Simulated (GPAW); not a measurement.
A calculation with GPAW 26.7.0 of Mg (cli, structure from a P1 CIF):

Contents of Mg.cif:

```cif
data_Mg
_cell_length_a 3.20930000
_cell_length_b 3.20930000
_cell_length_c 5.21030000
_cell_angle_alpha 90.00000000
_cell_angle_beta 90.00000000
_cell_angle_gamma 120.00000000
_space_group_name_H-M_alt 'P1'
_space_group_name_Hall 'P 1'
_space_group_IT_number 1
loop_
_space_group_symop_operation_xyz
'x,y,z'
loop_
_atom_site_label
_atom_site_type_symbol
_atom_site_symmetry_multiplicity
_atom_site_Wyckoff_symbol
_atom_site_fract_x
_atom_site_fract_y
_atom_site_fract_z
_atom_site_occupancy
Mg1 Mg 1 a 0.6666666667 0.3333333333 0.7500000000 1
Mg2 Mg 1 a 0.3333333333 0.6666666667 0.2500000000 1
```

Potentials or basis: GPAW PAW data sets (gpaw-data 1.2.1), pw.

Run with:

```sh
$ OMP_NUM_THREADS=1 gpaw run Mg.cif -p 'mode=PW(800),xc=PBE,kpts={size:(10,10,5),gamma:True},occupations={name:fermi-dirac,width:0.05},nbands=19,convergence={density:1e-05,energy:1e-05},maxiter=150,txt=gpaw.txt' --properties efs -w gs.gpw
```

Problem. Write the same calculation in another form: ASE script, structure typed inline.

Solution. As run:

File run.py:

```python
from ase import Atoms
from ase.dft.bandgap import bandgap
from ase.io import write
from ase.units import GPa
from gpaw import GPAW, PW

atoms = Atoms(['Mg', 'Mg'],
              cell=[[3.2093, 0.0, 0.0],
                    [-1.60465, 2.7793353284, 0.0],
                    [0.0, 0.0, 5.2103]],
              scaled_positions=[[0.6666666667, 0.3333333333, 0.75],
                                [0.3333333333, 0.6666666667, 0.25]],
              pbc=True)

calc = GPAW(mode=PW(800),
            xc='PBE',
            kpts={'size': (10, 10, 5), 'gamma': True},
            occupations={'name': 'fermi-dirac', 'width': 0.05},
            nbands=19,
            convergence={'density': 1e-05, 'energy': 1e-05},
            maxiter=150,
            txt='gpaw.txt')
atoms.calc = calc
energy = atoms.get_potential_energy()
forces = atoms.get_forces()
stress = atoms.get_stress()
calc.write('gs.gpw')
write('result.traj', atoms)
print(f'Energy: {energy:.6f} eV')
print('Forces (eV/A):')
print(forces.round(4))
print('Stress (GPa):', (stress / GPa).round(3))
print('Fermi level:', round(calc.get_fermi_level(), 4), 'eV')
print(f'Gap: {bandgap(calc)[0]:.4f} eV, direct: {bandgap(calc, direct=True)[0]:.4f} eV')
```

Potentials or basis: GPAW PAW data sets (gpaw-data 1.2.1), pw.

The run is started by

```bash
$ OMP_NUM_THREADS=1 python run.py
```

Both were run:

|  | cli, structure from a P1 CIF | ASE script, structure typed inline |
| --- | --- | --- |
| Pressure | -0.4 GPa | -0.4 GPa |
| Band gap on the k mesh | none (metal or under the smearing width) | none (metal or under the smearing width) |

Keys that steer only the numerical path or the files written may differ.
